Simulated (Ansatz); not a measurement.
# AlN (wurtzite): single point and relaxing cell and atoms, part 2 of 2

Aim: for AlN (wurtzite), 3 runs in a chain (single point and relaxing cell and atoms).

Ansatz 0.2.0; DFT LDA, scalar-relativistic, plane waves, PAW.

## 3. Relaxing cell and atoms

The input, input.yaml:

```yaml
crystal:
  lattice:
    - [3.112, 0.0, 0.0]
    - [-1.556, 2.6950710566, 0.0]
    - [0.0, 0.0, 4.98]
  atoms:
    - { symbol: Al, position: [0.3333333333, 0.6666666667, 0.0] }
    - { symbol: Al, position: [0.6666666667, 0.3333333333, 0.5] }
    - { symbol: "N", position: [0.3333333333, 0.6666666667, 0.382] }
    - { symbol: "N", position: [0.6666666667, 0.3333333333, 0.882] }
scf:
  occupations: { method: fixed }
output:
  forces: true
  stress: true
  eigenvalues: true
hamiltonian:
  xc: lda
kpoints:
  mp_grid: { grid: [9, 9, 6] }
relax:
  f_tol: 0.002
  max_steps: 40
  cell: { stress_tol: 0.02 }
```

Started as:

```sh
$ ansatz run input.yaml --threads 4 --pin off --max-ram 16384MiB --backend cpu --events-out ev --progress --plain --runs-dir out
```

The log of the run:

```text
Warning: RAYON_NUM_THREADS=4 ignored (pool sized by the plan → 4); use --threads N
Engine: ansatz 0.2.0, x86_64-unknown-linux-gnu
Pseudopotentials: kind: paw
Pseudopotential: Al, paw, valence charge 3, recommended cutoff 420 eV (normal), Al.paw.azcp
Pseudopotential: N, paw, valence charge 5, recommended cutoff 420 eV (normal), N.paw.azcp
Functional definition: SPW92
  exchange = slater_x
  correlation = pw_c
Crystal: 4 atoms, lattice volume = 41.768 Å³
Basis set: ecut = 420 eV, 809 PW (Γ)
Bands: 12, of which v1, the nominal top of the filled ones, is band 8 counted from 1 (7 counted from 0)
Symmetry: 12 space group operations
Space group: P63mc (ITA 186), of the structure as read, at distance tolerance 3.5e-5 Å
k-points: 48 of 486 (time reversal used)
Non-local potential: Al, projectors of the file, l = 0: 2, l = 1: 2, l = 2: 1
Non-local potential: N, projectors of the file, l = 0: 2, l = 1: 2, l = 2: 1
PAW form: soft (Blöchl's): semilocal exchange-correlation on the pseudo side does not see the compensation charge
PAW frozen core: Al, regenerated for the run's functional, and the local potential with it (the file was generated under x = pbe(κ = 0.804, μ = 0.2195149727645171), c = pbe(β = 0.06672455060314922))
PAW frozen core: N, regenerated for the run's functional, and the local potential with it (the file was generated under x = pbe(κ = 0.804, μ = 0.2195149727645171), c = pbe(β = 0.06672455060314922))
PAW one-centre angular grid: Al, 110 points (default); XC on 64 Gauss nodes
PAW one-centre angular grid: N, 110 points (default); XC on 64 Gauss nodes
Initial density: superposition of atomic densities (neutral atoms: chi_scale 0, normalization atom), corrected by the library's trained network
Initial wavefunctions: pseudopotential atomic-orbital guess
Functional: x = slater, c = lda
SCF iter   1: F=—  HF=-1779.713658 eV  |F-HF|=—  |Δ(HF+E_count)|=         —  Δρ=9.30e-3  dr2=4.16e-2  ethr=1.77e-3  ⟨swp⟩=4.8  Hψ=3198  notcnv=0  defer=87
preconditioner: auto → none  [insulator: Δε(μ)=4.139 eV  Ē_g=12.902 eV  n_scr=2 (ndim 8)  ℏωp=23.0 eV  f_vac=0.000  ε∞_Penn≈4.2]
SCF iter   2: F=—  HF=-1779.702974 eV  |F-HF|=—  |Δ(HF+E_count)|=   1.07e-2  Δρ=5.07e-3  dr2=6.13e-3  ethr=2.60e-4  ⟨swp⟩=2.6  Hψ=1358  notcnv=0  defer=96
SCF iter   3: F=—  HF=-1779.700989 eV  |F-HF|=—  |Δ(HF+E_count)|=   1.98e-3  Δρ=1.48e-3  dr2=3.91e-4  ethr=3.83e-5  ⟨swp⟩=2.1  Hψ=963  notcnv=0  defer=96
SCF iter   4: F=—  HF=-1779.700803 eV  |F-HF|=—  |Δ(HF+E_count)|=   1.86e-4  Δρ=1.18e-4  dr2=2.29e-6  ethr=2.44e-6  ⟨swp⟩=2.6  Hψ=989  notcnv=0  defer=96
SCF iter   5: F=—  HF=-1779.700803 eV  |F-HF|=—  |Δ(HF+E_count)|=   5.02e-7  Δρ=6.79e-6  dr2=7.20e-9  ethr=1.43e-8  ⟨swp⟩=2.1  Hψ=960  notcnv=0  defer=4
SCF iter   6: F=-1779.700803 eV  HF=-1779.700803 eV  |F-HF|=4.41e-11  |Δ(HF+E_count)|=   1.72e-9  Δρ=7.07e-7  dr2=1.09e-10  ethr=4.50e-11  ⟨swp⟩=3.6  Hψ=2959  notcnv=0
SCF 1 converged in 6 iterations: F = -1779.700803 eV  dr2 = 1.09e-10
relax step   1: F+E_penalty+E_count = -1779.70080277 eV  Δ(F+E_penalty+E_count) = +0.000e0 eV  max|allowed force component| = 9.160e-3 eV/Å  Δτ_max = 0.0000 Å  P = -4.528 GPa  Ω = 41.768 Å³  (6 SCF iters, dr2 threshold 1.00e-7 eV, accepted)
Crystal: 4 atoms, lattice volume = 41.303 Å³
Basis set: ecut = 420 eV, 785 PW (Γ)
Initial density: handed on by an earlier stage of this run
Initial wavefunctions: those handed on with the density
iter 1 solved again at ethr=2.03e-5 eV; its pass at ethr=3.10e-3 eV (dr2=3.25e-3 eV) is discarded
SCF iter   1: F=—  HF=-1779.713662 eV  |F-HF|=—  |Δ(HF+E_count)|=         —  Δρ=2.68e-3  dr2=3.35e-3  ethr=2.03e-5  ⟨swp⟩=1.3  Hψ=3149  notcnv=0  defer=94
preconditioner: auto → none  [insulator: Δε(μ)=4.339 eV  Ē_g=13.079 eV  n_scr=2 (ndim 8)  ℏωp=23.1 eV  f_vac=0.000  ε∞_Penn≈4.1]
SCF iter   2: F=—  HF=-1779.712759 eV  |F-HF|=—  |Δ(HF+E_count)|=   9.03e-4  Δρ=1.29e-3  dr2=4.85e-4  ethr=2.03e-5  ⟨swp⟩=2.0  Hψ=1014  notcnv=0  defer=96
SCF iter   3: F=—  HF=-1779.712600 eV  |F-HF|=—  |Δ(HF+E_count)|=   1.59e-4  Δρ=2.32e-4  dr2=1.60e-5  ethr=3.03e-6  ⟨swp⟩=2.1  Hψ=954  notcnv=0  defer=93
SCF iter   4: F=—  HF=-1779.712588 eV  |F-HF|=—  |Δ(HF+E_count)|=   1.17e-5  Δρ=1.89e-5  dr2=7.22e-8  ethr=2.50e-9  ⟨swp⟩=5.0  Hψ=3330  notcnv=0
SCF iter   5: F=-1779.712588 eV  HF=-1779.712588 eV  |F-HF|=1.25e-10  |Δ(HF+E_count)|=   1.62e-8  Δρ=1.23e-6  dr2=2.71e-10  ethr=4.51e-10  ⟨swp⟩=2.0  Hψ=1804  notcnv=0
SCF 2 converged in 5 iterations: F = -1779.712588 eV  dr2 = 2.71e-10
relax step   2: F+E_penalty+E_count = -1779.71258839 eV  Δ(F+E_penalty+E_count) = -1.179e-2 eV  max|allowed force component| = 3.577e-3 eV/Å  Δτ_max = 0.0002 Å  P = -2.239 GPa  Ω = 41.303 Å³  energy of the carried Pulay correction = +1.926e-3 eV  (5 SCF iters, dr2 threshold 4.00e-7 eV, accepted)
Crystal: 4 atoms, lattice volume = 40.857 Å³
iter 1 solved again at ethr=1.93e-5 eV; its pass at ethr=3.10e-3 eV (dr2=3.09e-3 eV) is discarded
SCF iter   1: F=—  HF=-1779.718532 eV  |F-HF|=—  |Δ(HF+E_count)|=         —  Δρ=2.64e-3  dr2=3.19e-3  ethr=1.93e-5  ⟨swp⟩=1.3  Hψ=3149  notcnv=0  defer=93
preconditioner: auto → none  [insulator: Δε(μ)=4.436 eV  Ē_g=13.163 eV  n_scr=2 (ndim 8)  ℏωp=23.2 eV  f_vac=0.000  ε∞_Penn≈4.1]
SCF iter   2: F=—  HF=-1779.717663 eV  |F-HF|=—  |Δ(HF+E_count)|=   8.69e-4  Δρ=1.24e-3  dr2=4.44e-4  ethr=1.93e-5  ⟨swp⟩=2.0  Hψ=1015  notcnv=0  defer=96
SCF iter   3: F=—  HF=-1779.717515 eV  |F-HF|=—  |Δ(HF+E_count)|=   1.48e-4  Δρ=2.25e-4  dr2=1.48e-5  ethr=2.78e-6  ⟨swp⟩=2.1  Hψ=952  notcnv=0  defer=92
SCF iter   4: F=—  HF=-1779.717504 eV  |F-HF|=—  |Δ(HF+E_count)|=   1.09e-5  Δρ=1.87e-5  dr2=6.94e-8  ethr=2.50e-9  ⟨swp⟩=5.0  Hψ=3324  notcnv=0
SCF iter   5: F=-1779.717504 eV  HF=-1779.717504 eV  |F-HF|=1.29e-10  |Δ(HF+E_count)|=   1.62e-8  Δρ=1.24e-6  dr2=2.63e-10  ethr=4.34e-10  ⟨swp⟩=2.0  Hψ=1794  notcnv=0
SCF 3 converged in 5 iterations: F = -1779.717504 eV  dr2 = 2.63e-10
relax step   3: F+E_penalty+E_count = -1779.71750437 eV  Δ(F+E_penalty+E_count) = -4.916e-3 eV  max|allowed force component| = 2.222e-3 eV/Å  Δτ_max = 0.0000 Å  P = +0.066 GPa  Ω = 40.857 Å³  energy of the carried Pulay correction = +3.794e-3 eV  (5 SCF iters, dr2 threshold 4.00e-7 eV, accepted)
Crystal: 4 atoms, lattice volume = 40.870 Å³
iter 1 solved again at ethr=1.57e-8 eV; its pass at ethr=3.10e-3 eV (dr2=2.51e-6 eV) is discarded
SCF iter   1: F=—  HF=-1779.717455 eV  |F-HF|=—  |Δ(HF+E_count)|=         —  Δρ=7.48e-5  dr2=2.59e-6  ethr=1.57e-8  ⟨swp⟩=1.0  Hψ=3071  notcnv=0
preconditioner: auto → none  [insulator: Δε(μ)=4.411 eV  Ē_g=13.141 eV  n_scr=2 (ndim 8)  ℏωp=23.2 eV  f_vac=0.000  ε∞_Penn≈4.1]
SCF iter   2: F=—  HF=-1779.717455 eV  |F-HF|=—  |Δ(HF+E_count)|=   7.08e-7  Δρ=3.54e-5  dr2=3.58e-7  ethr=1.57e-8  ⟨swp⟩=2.1  Hψ=920  notcnv=0
SCF iter   3: F=—  HF=-1779.717455 eV  |F-HF|=—  |Δ(HF+E_count)|=   1.19e-7  Δρ=6.69e-6  dr2=1.31e-8  ethr=2.23e-9  ⟨swp⟩=2.1  Hψ=869  notcnv=0
SCF iter   4: F=-1779.717455 eV  HF=-1779.717455 eV  |F-HF|=3.39e-11  |Δ(HF+E_count)|=   1.01e-8  Δρ=6.18e-7  dr2=7.52e-11  ethr=6.89e-11  ⟨swp⟩=5.0  Hψ=2614  notcnv=0
SCF 4 converged in 4 iterations: F = -1779.717455 eV  dr2 = 7.52e-11
relax step   4: F+E_penalty+E_count = -1779.71745459 eV  Δ(F+E_penalty+E_count) = +4.977e-5 eV  max|allowed force component| = 1.253e-3 eV/Å  Δτ_max = 0.0001 Å  P = -0.001 GPa  Ω = 40.870 Å³  energy of the carried Pulay correction = +3.741e-3 eV  (4 SCF iters, dr2 threshold 1.10e-8 eV, accepted)
Initial wavefunctions: pseudopotential atomic-orbital guess (no wavefunctions were taken with the density)
iter 1 solved again at ethr=7.25e-9 eV; its pass at ethr=3.10e-3 eV (dr2=1.16e-6 eV) is discarded
SCF iter   1: F=—  HF=-1779.714155 eV  |F-HF|=—  |Δ(HF+E_count)|=         —  Δρ=1.45e-4  dr2=1.26e-6  ethr=7.25e-9  ⟨swp⟩=3.2  Hψ=4950  notcnv=0  defer=96
SCF iter   2: F=—  HF=-1779.714155 eV  |F-HF|=—  |Δ(HF+E_count)|=   1.83e-7  Δρ=6.88e-5  dr2=3.56e-7  ethr=7.25e-9  ⟨swp⟩=2.0  Hψ=898  notcnv=0  defer=96
SCF iter   3: F=—  HF=-1779.714155 eV  |F-HF|=—  |Δ(HF+E_count)|=   1.04e-7  Δρ=2.79e-5  dr2=6.57e-8  ethr=2.23e-9  ⟨swp⟩=2.3  Hψ=901  notcnv=0  defer=96
SCF iter   4: F=—  HF=-1779.714155 eV  |F-HF|=—  |Δ(HF+E_count)|=   9.58e-9  Δρ=1.74e-6  dr2=3.33e-10  ethr=4.11e-10  ⟨swp⟩=2.1  Hψ=917  notcnv=0  defer=96
SCF iter   5: F=-1779.714155 eV  HF=-1779.714155 eV  |F-HF|=2.27e-13  |Δ(HF+E_count)|=  3.50e-11  Δρ=3.53e-8  dr2=3.31e-13  ethr=1.00e-12  ⟨swp⟩=7.2  Hψ=4080  notcnv=0
SCF 5 converged in 5 iterations: F = -1779.714155 eV  dr2 = 3.31e-13
relax step   5: F+E_penalty+E_count = -1779.71415516 eV  Δ(F+E_penalty+E_count) = +3.299e-3 eV  max|allowed force component| = 1.357e-3 eV/Å  Δτ_max = 0.0000 Å  P = -0.142 GPa  Ω = 40.870 Å³  stress off target by 1.43e-1 GPa  SCF on the basis re-selected at this cell (its energy is not comparable with the rows above)  (5 SCF iters)
basis re-selected at this cell: Δ(F+E_penalty+E_count) = +3.299e-3 eV, ΔP = -0.141 GPa vs the last step (what re-selecting the basis moved, of the pressure what is left beyond the Pulay correction that the steps carried, after the strain that the cell walked since its last selection, with what the two solves' SCF thresholds leave and, on support functions, any second-order correction that the steps lacked; it is no measure of the basis error at this ecutwfc). This SCF's stress stands 1.43e-1 GPa from its target on what of the cell is left free (relax.cell.stress_tol is 2.00e-2 GPa) and its largest allowed force component is 1.36e-3 eV/Å (relax.f_tol is 2.00e-3 eV/Å): not within both, so this SCF does not close the relaxation
Crystal: 4 atoms, lattice volume = 40.843 Å³
iter 1 solved again at ethr=7.99e-8 eV; its pass at ethr=3.10e-3 eV (dr2=1.28e-5 eV) is discarded
SCF iter   1: F=—  HF=-1779.714283 eV  |F-HF|=—  |Δ(HF+E_count)|=         —  Δρ=1.70e-4  dr2=1.32e-5  ethr=7.99e-8  ⟨swp⟩=1.0  Hψ=3070  notcnv=0
preconditioner: auto → none  [insulator: Δε(μ)=4.417 eV  Ē_g=13.148 eV  n_scr=2 (ndim 8)  ℏωp=23.2 eV  f_vac=0.000  ε∞_Penn≈4.1]
SCF iter   2: F=—  HF=-1779.714280 eV  |F-HF|=—  |Δ(HF+E_count)|=   3.72e-6  Δρ=7.82e-5  dr2=1.77e-6  ethr=7.99e-8  ⟨swp⟩=2.0  Hψ=915  notcnv=0
SCF iter   3: F=—  HF=-1779.714279 eV  |F-HF|=—  |Δ(HF+E_count)|=   5.79e-7  Δρ=1.66e-5  dr2=8.62e-8  ethr=1.11e-8  ⟨swp⟩=2.1  Hψ=872  notcnv=0
SCF iter   4: F=-1779.714279 eV  HF=-1779.714279 eV  |F-HF|=6.31e-10  |Δ(HF+E_count)|=   4.88e-8  Δρ=2.52e-6  dr2=1.31e-9  ethr=3.18e-10  ⟨swp⟩=5.9  Hψ=2807  notcnv=0
SCF 6 converged in 4 iterations: F = -1779.714279 eV  dr2 = 1.31e-9
relax step   6: F+E_penalty+E_count = -1779.71427899 eV  Δ(F+E_penalty+E_count) = -1.238e-4 eV  max|allowed force component| = 4.507e-3 eV/Å  Δτ_max = 0.0003 Å  P = -0.002 GPa  Ω = 40.843 Å³  energy of the carried Pulay correction = +1.129e-4 eV  (4 SCF iters, dr2 threshold 5.09e-8 eV, accepted)
Crystal: 4 atoms, lattice volume = 40.842 Å³
iter 1 solved again at ethr=3.13e-9 eV; its pass at ethr=3.10e-3 eV (dr2=5.01e-7 eV) is discarded
SCF iter   1: F=—  HF=-1779.714282 eV  |F-HF|=—  |Δ(HF+E_count)|=         —  Δρ=3.68e-5  dr2=5.41e-7  ethr=3.13e-9  ⟨swp⟩=1.0  Hψ=3074  notcnv=0
preconditioner: auto → none  [insulator: Δε(μ)=4.417 eV  Ē_g=13.147 eV  n_scr=2 (ndim 8)  ℏωp=23.2 eV  f_vac=0.000  ε∞_Penn≈4.1]
SCF iter   2: F=—  HF=-1779.714282 eV  |F-HF|=—  |Δ(HF+E_count)|=   2.30e-7  Δρ=1.12e-5  dr2=4.10e-8  ethr=3.13e-9  ⟨swp⟩=2.6  Hψ=935  notcnv=0
SCF iter   3: F=-1779.714282 eV  HF=-1779.714282 eV  |F-HF|=4.42e-10  |Δ(HF+E_count)|=   1.53e-8  Δρ=2.42e-6  dr2=1.17e-9  ethr=1.82e-11  ⟨swp⟩=4.0  Hψ=3272  notcnv=0
SCF 7 converged in 3 iterations: F = -1779.714282 eV  dr2 = 1.17e-9
relax step   7: F+E_penalty+E_count = -1779.71428152 eV  Δ(F+E_penalty+E_count) = -2.526e-6 eV  max|allowed force component| = 4.938e-5 eV/Å  Δτ_max = 0.0002 Å  P = +0.000 GPa  Ω = 40.842 Å³  energy of the carried Pulay correction = +1.139e-4 eV  (3 SCF iters, dr2 threshold 2.91e-9 eV, accepted)
iter 1 solved again at ethr=3.46e-9 eV; its pass at ethr=3.10e-3 eV (dr2=5.54e-7 eV) is discarded
SCF iter   1: F=—  HF=-1779.714172 eV  |F-HF|=—  |Δ(HF+E_count)|=         —  Δρ=5.74e-6  dr2=2.22e-9  ethr=3.46e-9  ⟨swp⟩=3.1  Hψ=4986  notcnv=0  defer=96
SCF iter   2: F=—  HF=-1779.714172 eV  |F-HF|=—  |Δ(HF+E_count)|=  4.68e-10  Δρ=2.77e-6  dr2=5.17e-10  ethr=1.39e-11  ⟨swp⟩=1.9  Hψ=783  notcnv=0  defer=96
SCF iter   3: F=—  HF=-1779.714172 eV  |F-HF|=—  |Δ(HF+E_count)|=  3.13e-10  Δρ=5.23e-7  dr2=1.04e-10  ethr=3.23e-12  ⟨swp⟩=2.4  Hψ=942  notcnv=0  defer=96
SCF iter   4: F=-1779.714172 eV  HF=-1779.714172 eV  |F-HF|=1.14e-12  |Δ(HF+E_count)|=  3.25e-11  Δρ=9.08e-8  dr2=7.39e-13  ethr=1.00e-12  ⟨swp⟩=7.3  Hψ=4072  notcnv=0
SCF 8 converged in 4 iterations: F = -1779.714172 eV  dr2 = 7.39e-13
relax step   8: F+E_penalty+E_count = -1779.71417170 eV  Δ(F+E_penalty+E_count) = +1.098e-4 eV  max|allowed force component| = 8.791e-6 eV/Å  Δτ_max = 0.0000 Å  P = -0.002 GPa  Ω = 40.842 Å³  stress off target by 3.22e-3 GPa  SCF on the basis re-selected at this cell (its energy is not comparable with the rows above)  (4 SCF iters)
basis re-selected at this cell: Δ(F+E_penalty+E_count) = +1.098e-4 eV, ΔP = -0.002 GPa vs the last step (what re-selecting the basis moved, of the pressure what is left beyond the Pulay correction that the steps carried, after the strain that the cell walked since its last selection, with what the two solves' SCF thresholds leave and, on support functions, any second-order correction that the steps lacked; it is no measure of the basis error at this ecutwfc). This SCF's stress stands 3.22e-3 GPa from its target on what of the cell is left free (relax.cell.stress_tol is 2.00e-2 GPa) and its largest allowed force component is 8.79e-6 eV/Å (relax.f_tol is 2.00e-3 eV/Å): within both
SCF converged after 4 iterations
Free energy (F): -1779.714172 eV
Harris-Foulkes:  -1779.714172 eV  (|F-HF|=1.14e-12)
Internal energy: -1779.714172 eV  (E = F + TS)
E sigma→0 (E₀):  -1779.714172 eV
Fermi energy:    7.101978 eV
--- Per-component energies (eV) ---
  E_band       = 29.474232
  E_kinetic    = 319.540384
  E_local      = -445.258548  (includes V_loc(G=0)·N_el)
  E_nonlocal   = 115.277031
  E_hartree    = 152.625006
  E_xc         = -201.678301
  E_vxc        = -215.784179  (∫ρ·V_xc dr)
  E_paw        = -1124.219271  (= ΣΔE_a)
  E_vpaw       = -49.550650  (= ΣTr[D̂ρ^β])
  E_aug_tail   = 0.000182  (compensation charges beyond the density's cutoff)
  E_ewald      = -596.272176
  E_core_change = 0.271521  (= ΣΔE_core)
  E_smearing   = -0.000000  (= −TS)
  E_closure    = -0.000000  (closes the sum)
  Σ components = -1779.714172   (vs F -1779.714172, Δ=0.00e0)
--- Forces (eV/Å), atoms counted from 1 ---
  atom   1  Al     0.00000000     0.00000000     0.00001080
  atom   2  Al     0.00000000    -0.00000000     0.00001080
  atom   3  N      0.00000000    -0.00000000    -0.00000678
  atom   4  N     -0.00000000     0.00000000    -0.00000678
  max |Σ_I F_I| component: 8.04e-6 eV/Å
--- Stress (GPa, compression-positive) ---
       -0.001864       0.000000      -0.000000
        0.000000      -0.001864       0.000000
        0.000000       0.000000      -0.003220
  P = ⅓ Tr σ = -0.0023 GPa (-0.023 kbar)
--- Band table (eV; the first three rows and the last of 48) ---
  k-point 0: bands = ["-8.0626", "-5.7760", "0.9636", "6.2154", "6.2154", "6.8739", "6.8739", "7.1020", "11.5186", "13.8385", "17.7585", "18.2130"]
  k-point 1: bands = ["-7.9514", "-6.0031", "1.3563", "6.2570", "6.2570", "6.5045", "6.8271", "6.8271", "11.9956", "13.9128", "17.5792", "18.1810"]
  k-point 2: bands = ["-7.6283", "-6.5357", "2.3742", "5.2044", "6.3720", "6.3720", "6.7014", "6.7014", "12.9250", "13.9980", "17.2850", "18.2329"]
  k-point 47: bands = ["-5.3496", "-5.3496", "2.1604", "2.1604", "3.1180", "3.1180", "6.2952", "6.2952", "14.4629", "14.4629", "14.9359", "14.9359"]
--- Relaxed structure (6 steps of the walk, 6 accepted, 2 SCFs on fresh bases) ---
  F+E_penalty+E_count = -1779.71417170 eV   max|allowed force component| = 8.791e-6 eV/Å   (the final SCF, on the basis selected at the relaxed cell)
  cell:  # Å, volume = 40.8423 Å³
    - [3.088742329133271, -9.212957863198254e-34, 9.932720196260616e-34]
    - [-1.5443711645666356, 2.6749293227737283, -4.156027893475396e-34]
    - [1.589490571245771e-33, 1.497346190303987e-34, 4.943291229398945]
  atoms:
    - { symbol: Al, position: [0.33333333333333326, 0.6666666666666665, 8.81499646776827e-6] }
    - { symbol: Al, position: [0.6666666666666665, 0.33333333333333326, 0.5000088149964678] }
    - { symbol: N, position: [0.33333333333333326, 0.6666666666666665, 0.38199118500353224] }
    - { symbol: N, position: [0.6666666666666665, 0.33333333333333326, 0.8819911850035321] }
```

It took 3.6 s on 4 threads of Intel Xeon Platinum 8559C (Emerald Rapids), shared host; peak memory 0.38 GiB.

Step by step:

```
step  energy from step 1 (eV/cell)  largest force component (eV/Å)  pressure (GPa)  volume (Å³)
   1                        0.0000                          0.0092           -4.53        41.77
   2                       -0.0118                          0.0036           -2.24        41.30
   3                       -0.0167                          0.0022            0.07        40.86
   4                       -0.0167                          0.0013            0.00        40.87
   5                       -0.0134                          0.0014           -0.14        40.87
   6                       -0.0135                          0.0045            0.00        40.84
   7                       -0.0135                          0.0000            0.00        40.84
   8                       -0.0134                          0.0000            0.00        40.84
```

Step 1 is the start. Steps 5, 8 each repeat the geometry before them on a plane-wave basis chosen anew, so the energy can jump there without any move.

|  | before | after | change |
| --- | --- | --- | --- |
| a (Å) | 3.112 | 3.089 | -0.7 % |
| b (Å) | 3.112 | 3.089 | -0.7 % |
| c (Å) | 4.980 | 4.943 | -0.7 % |
| volume (Å³/atom) | 10.44 | 10.21 | -2.2 % |
| shortest distance (Å) | 1.890 | 1.876 | -0.7 % |
| space group (0.01 Å) | P6_3mc | P6_3mc | same |

The run keeps the 12 symmetry operations of the start, so it could not have lowered the symmetry.

## 4. Single point

It takes the final geometry of step 3.

The input, input.yaml:

```yaml
crystal:
  lattice:
    - [3.0887423291, 0.0, 0.0]
    - [-1.5443711646, 2.6749293228, 0.0]
    - [0.0, 0.0, 4.9432912294]
  atoms:
    - { symbol: Al, position: [0.3333333333, 0.6666666667, 8.815e-06] }
    - { symbol: Al, position: [0.6666666667, 0.3333333333, 0.500008815] }
    - { symbol: "N", position: [0.3333333333, 0.6666666667, 0.381991185] }
    - { symbol: "N", position: [0.6666666667, 0.3333333333, 0.881991185] }
scf:
  occupations: { method: fixed }
output:
  forces: false
  stress: false
  eigenvalues: true
  eigenstates:
    kpoints:
      - [0, 0, 0]
      - [0.00857868, 0, 0]
      - [0.0049529, 0.0049529, 0]
      - [0, 0, 0.01585183]
      - [0.01715736, 0, 0]
      - [0.0099058, 0.0099058, 0]
      - [0, 0, 0.03170366]
      - [0.02573603, 0, 0]
      - [0.01485871, 0.01485871, 0]
      - [0, 0, 0.0475555]
      - [0.03431471, 0, 0]
      - [0.01981161, 0.01981161, 0]
      - [0, 0, 0.06340733]
      - [0.04289339, 0, 0]
      - [0.02476451, 0.02476451, 0]
      - [0, 0, 0.07925916]
    e_range: [-3, 7]
hamiltonian:
  xc: lda
kpoints:
  mp_grid: { grid: [9, 9, 6] }
```

Started as:

```sh
$ ansatz run input.yaml --threads 4 --pin off --max-ram 16384MiB --backend cpu --events-out ev --progress --plain --runs-dir out
```

The log of the run (excerpt; [...] marks lines left out):

```text
Warning: RAYON_NUM_THREADS=4 ignored (pool sized by the plan → 4); use --threads N
[...]
Pseudopotentials: kind: paw
Pseudopotential: Al, paw, valence charge 3, recommended cutoff 420 eV (normal), Al.paw.azcp
Pseudopotential: N, paw, valence charge 5, recommended cutoff 420 eV (normal), N.paw.azcp
Functional definition: SPW92
[...]
Crystal: 4 atoms, lattice volume = 40.842 Å³
Basis set: ecut = 420 eV, 785 PW (Γ)
Bands: 12, of which v1, the nominal top of the filled ones, is band 8 counted from 1 (7 counted from 0)
Symmetry: 12 space group operations
Space group: P63mc (ITA 186), of the structure as read, at distance tolerance 3.4e-5 Å
k-points: 48 of 486 (time reversal used)
[...]
SCF iter   1: F=—  HF=-1779.727066 eV  |F-HF|=—  |Δ(HF+E_count)|=         —  Δρ=9.41e-3  dr2=4.12e-2  ethr=1.77e-3  ⟨swp⟩=4.9  Hψ=3213  notcnv=0  defer=90
[...]
SCF iter   6: F=-1779.714172 eV  HF=-1779.714172 eV  |F-HF|=3.37e-11  |Δ(HF+E_count)|=   1.43e-9  Δρ=7.14e-7  dr2=1.02e-10  ethr=4.40e-11  ⟨swp⟩=2.9  Hψ=2888  notcnv=0
[...]
NSCF: frozen V_eff on 16 k-points
SCF converged after 6 iterations
Free energy (F): -1779.714172 eV
[...]
E sigma→0 (E₀):  -1779.714172 eV
Fermi energy:    7.101980 eV
[...]
--- Band table (eV; the first three rows and the last of 48) ---
  k-point 0: bands = ["-8.0626", "-5.7760", "0.9636", "6.2154", "6.2154", "6.8739", "6.8739", "7.1020", "11.5186", "13.8385", "17.7585", "18.2130"]
[...]
```

Wall time 0.65 s (4 threads of Intel Xeon Platinum 8559C (Emerald Rapids), shared host); peak memory 0.36 GiB.

## 5. Results

This closing draws on all 2 parts.

| step | volume (Å³/atom) | pressure (GPa) | energy above the lowest (meV/atom) | gap on the mesh (eV) | time |
| --- | --- | --- | --- | --- | --- |
| 2 | 10.44 | n/a | 3.3 | 4.22 | 0.6 s |
| 3 | 10.21 | 0.0 | 0.0 | 4.42 | 3.6 s |
| 4 | 10.21 | n/a | 0.0 | 4.42 | 0.65 s |

```
            quantity                                                                       value
relaxed cell, step 3  a = 3.089 Å, b = 3.089 Å, c = 4.943 Å, α = 90.00°, β = 90.00°, γ = 120.00°
```

In words: Measured lattice constant a of AlN: 3.11197 Å (a printed reference work, monograph). This calculation gives 3.089 Å (-0.7 %). Measured lattice constant c of AlN: 4.9808 Å (quoted in “Self-assembly of well-separated AlN nanowires directly on sputtered metallic TiN films”, 2019, arxiv:1910.07391). This calculation gives 4.943 Å (-0.8 %). That is the cell relaxed with LDA, without thermal expansion or zero-point motion. Measured gap of AlN: 6.0343 eV (an exciton energy, a little under the gap; 0 K; quoted in “Structural and optical properties of self-assembled AlN nanowires grown on SiO2/Si substrates by molecular beam epitaxy”, 2024, arxiv:2402.00216). This calculation gives 4.42 eV (-1.62 eV). 2 values of this kind are on record (6.034 to 6.0343 eV); this one was drawn at random. It is a Kohn-Sham gap, without temperature or zero-point motion. Semilocal functionals usually fall short of measured gaps.
